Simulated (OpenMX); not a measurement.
Nb:

```
CELL_PARAMETERS angstrom
-0.04103 2.19338 2.10885
2.04640 0.04981 2.01800
2.12625 2.18239 -0.03004
ATOMIC_POSITIONS crystal
Nb 0.03008 0.99603 0.99978
```

The cell isn't the ideal one: cell strained at random at fixed volume.

Base run:

- Program: OpenMX 3.8.5
- Functional: PBE
- Potentials or basis: OpenMX 2013 PBE set, Nb7.0-s3p2d2f1, grid cutoff 350 Ry
- k mesh: 11 × 11 × 11
- Occupations: fermi-dirac, width 0.05 eV
- Spin: no spin polarisation

Its results: band gap on the k mesh none (metal or under the smearing width); pressure -1.9 GPa.

Question: The run is repeated on the same cell with these changes: potentials or basis from OpenMX 2013 PBE set, Nb7.0-s3p2d2f1, grid cutoff 350 Ry to OpenMX 2013 PBE set, Nb7.0-s3p2d2, grid cutoff 500 Ry. What comes out?

Answer: Band gap on the k mesh none (metal or under the smearing width); pressure -0.4 GPa.

Caveats: the basis of atomic orbitals isn't converged, which shifts pressures, moduli and gaps.
